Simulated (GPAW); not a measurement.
Runs of GPAW 26.7.0 on CuO. Symmetry: Cccm, No. 66, orthorhombic system. Conventional cell: a = 3.982 Å, b = 4.307 Å, c = 5.156 Å, α = 90.00°, β = 90.00°, γ = 90.00°. Cu (site symmetry 2/m) has 4 O at 1.95 Å as nearest neighbours. Around O (site symmetry 222) lie 4 Cu at 1.95 Å. Measurements of this composition are mostly on another form, of space group No. 15.

```tsv
task	level	U	cell	k mesh	band path	band points	optimizer	fmax	max steps	gap on the mesh (eV)	pressure (GPa)	relaxed volume (Å³/atom)
single point	PBEsol	-	as given	9 × 9 × 5	-	-	-	-	-	none	-3.7	-
band structure	PBEsol+U	Cu d U = 8 eV	as given	7 × 7 × 4	GXSRAZGYX1A1TY,ZT	100	-	-	-	-	-4.3	-
relaxation of cell and atoms	PBEsol	-	relaxed	6 × 6 × 4	-	-	BFGS	0.02 eV/Å	60	none	0.0	(b)
relaxation of cell and atoms	PBEsol+D3(BJ)	-	relaxed	6 × 6 × 4	-	-	BFGS	0.02 eV/Å	60	none	0.0	(a)
band structure	PBEsol+U	Cu d U = 3 eV	as given	7 × 7 × 4	GXSRAZGYX1A1TY,ZT	100	-	-	-	-	-3.9	-
```

Alike in all rows: potentials or basis PAW data sets generated in the run's folder for this functional, pw; no spin polarisation; cutoff (eV) 800; smearing fermi-dirac 0.05 eV.

Task: Estimate the missing entries.

Result: (a) 10.56; (b) 10.81.

Caveats: with this Cu data set, volumes or pressures lay over 1.5 % or 2 GPa off other programs in two to four cells of ten; the run has no spin polarisation, though such a crystal can be magnetic; semilocal functionals often make such compounds metallic where correlation or magnetic order opens a gap, which also shifts bond lengths (some runs); U without spin polarisation on a metal has little footing (some runs); later steps reuse the first step's grids (some runs); pairwise dispersion overbinds metals, which lowers pressure and volume (some runs).

A k mesh can miss the band edges.

A gap of «none» marks a metal or a gap under the smearing width.

Not every run made on this cell is shown here.
